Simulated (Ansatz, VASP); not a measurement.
## C: VASP beside Ansatz

File INCAR:

```
SYSTEM = C
PREC = Accurate
ENCUT = 520
EDIFF = 1E-7
ISMEAR = -1
SIGMA = 0.05
LREAL = .False.
LASPH = .True.
NELM = 100
ALGO = Normal
ISIF = 2
LWAVE = .False.
LCHARG = .False.
GGA = PE
NBANDS = 11
```

The input KPOINTS:

```
regular mesh
0
Gamma
  13 13 13
  0 0 0
```

File POSCAR:

```
C
1.0
    0.0000000000      1.7833700000      1.7833700000
    1.7833700000      0.0000000000      1.7833700000
    1.7833700000      1.7833700000      0.0000000000
C
2
Direct
    0.7477760000      0.7530630000      0.7541630000
    0.4892810000      0.4986030000      0.4935990000
```

Contents of input.yaml:

```yaml
crystal:
  lattice:
    - [0.0, 1.78337, 1.78337]
    - [1.78337, 0.0, 1.78337]
    - [1.78337, 1.78337, 0.0]
  atoms:
    - { symbol: C, position: [0.747776, 0.753063, 0.754163] }
    - { symbol: C, position: [0.489281, 0.498603, 0.493599] }
hamiltonian:
  xc: pbe
  pseudopotentials: { kind: paw }
kpoints:
  mp_grid: { grid: [13, 13, 13] }
scf:
  occupations: { method: fermi_dirac, width: 0.05 }
output:
  forces: true
  stress: true
  eigenvalues: true
  write_density: true
  write_potential: true
  elf: true
  volumetric_format: npy
```

Change from the starting cell: atoms moved at random, drawn with an rms of 0.05 Å.

Alike in both runs: task single point; functional PBE; k mesh 13 × 13 × 13; occupations fermi-dirac, width 0.05 eV; no spin polarisation.

|  | VASP | Ansatz |
| --- | --- | --- |
| version | VASP 6.6.1 | Ansatz 0.2.0 |
| potentials or method | VASP PAW PBE potentials, release 64 (C) | Ansatz PAW |
| plane-wave cutoff (eV) | 520 | 420 |
| valence electrons in the cell | 8 | 8 |

VASP gave:

```
gap on the k mesh at the Fermi level (eV)       : 3.23
least direct gap on the mesh (eV)               : 3.98
pressure (GPa)                                  : 3.2
largest component of the traceless stress (GPa) : 1.11
rms of the force components (eV/Å)              : 0.964
```

Q: Which values does Ansatz return?

A: gap on the k mesh at the Fermi level (eV): 3.24; least direct gap on the mesh (eV): 3.98; pressure (GPa): 2.6; largest component of the traceless stress (GPa): 0.98; rms of the force components (eV/Å): 0.960.

Atom by atom the forces differ by 0.005 eV/Å (rms over components). The functional is the same, so the differences come from potentials, cutoffs and numerics.

Caveats: an odd mesh through Γ misses points on the zone boundary, where band edges often lie (VASP); odd divisions of the mesh miss points on the zone boundary, where band edges often lie, so the gap on the mesh can be too wide (Ansatz); the pressure holds a Pulay correction of +1.0 GPa for the finite cutoff (Ansatz).
